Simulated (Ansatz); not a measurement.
A 2-atom cell of ZnS started from a crystallographic database, relaxed with r2SCAN in the PAW code Ansatz. Space group F-43m (No. 216), cubic; a = 5.388 Å in the conventional setting, 19.55 Å³ an atom. Zn has 4 S at 2.33 Å; S has 4 Zn at 2.33 Å.

The axes x, y and z are those of this cell:
```
Zn S
1.0
     0.00000    2.69410    2.69410
     2.69410    0.00000    2.69410
     2.69410    2.69410    0.00000
Zn S
1 1
Cartesian
  1.3470 1.3470 1.3470
  0.0000 0.0000 0.0000
```

Unstrained: The PBE gap is direct at Γ: 2.147 eV. r2SCAN gives a direct gap of 2.705 eV at Γ. HSE06 gives a direct gap of 3.378 eV at Γ. Meshes: PBE 8×8×8, r2SCAN 8×8×8, HSE06 6×6×6. Strains are changes of length per length, and xy shears are angles. After each strain the atoms were relaxed again with r2SCAN within the symmetry that the strain leaves, so tilts or polar shifts that break it weren't tested; points keep the names that they have in the unstrained zone. Calculated for a static, non-magnetic cell.

(1) Apply biaxial -1.14 % in x and y, z held. How far does the gap move, against the unstrained cell?

(2) Estimate what xy shear, engineering strain (angle) +5.12 % does to the gap.

(3) One strain changed the r2SCAN stress by xx +3.62, yy +3.62, zz +5.42 GPa (compression positive) and the gap by +0.103 eV (PBE), +0.113 eV (r2SCAN), +0.116 eV (HSE06). Which kind of strain was it, and roughly how large?

(4) Estimate what uniaxial +0.46 % along y, other directions held does to the gap.

Results:

(1) PBE: the gap goes from 2.147 to 2.233 eV (+0.086 eV); with r2SCAN the top three valence levels at Γ, degenerate before, become 2+1 from the top over 44 meV. r2SCAN: the gap goes from 2.705 to 2.797 eV (+0.092 eV). HSE06: the gap goes from 3.378 to 3.472 eV (+0.094 eV). The r2SCAN energy rises by 2.9 meV an atom.

(2) PBE: the gap goes from 2.147 to 1.969 eV (-0.178 eV); with r2SCAN the top three valence levels at Γ, degenerate before, become 1+1+1 from the top over 282 meV. r2SCAN: the gap goes from 2.705 to 2.517 eV (-0.188 eV). HSE06: the gap goes from 3.378 to 3.185 eV (-0.193 eV). The r2SCAN energy rises by 8.0 meV an atom.

(3) Uniaxial -4.78 % along z, other directions held. The pattern of the stress gives the kind; the size needs the stiffness, so it is an estimate.

(4) PBE: the gap goes from 2.147 to 2.122 eV (-0.025 eV); with r2SCAN the top three valence levels at Γ, degenerate before, become 2+1 from the top over 17 meV. r2SCAN: the gap goes from 2.705 to 2.678 eV (-0.027 eV). HSE06: the gap goes from 3.378 to 3.350 eV (-0.028 eV). The r2SCAN energy rises by 0.1 meV an atom.

The meshes of the hybrids are coarse, so their gaps aren't converged to the digits shown.

The splittings at Γ are without spin-orbit coupling, which regroups them where it is of like size or larger.
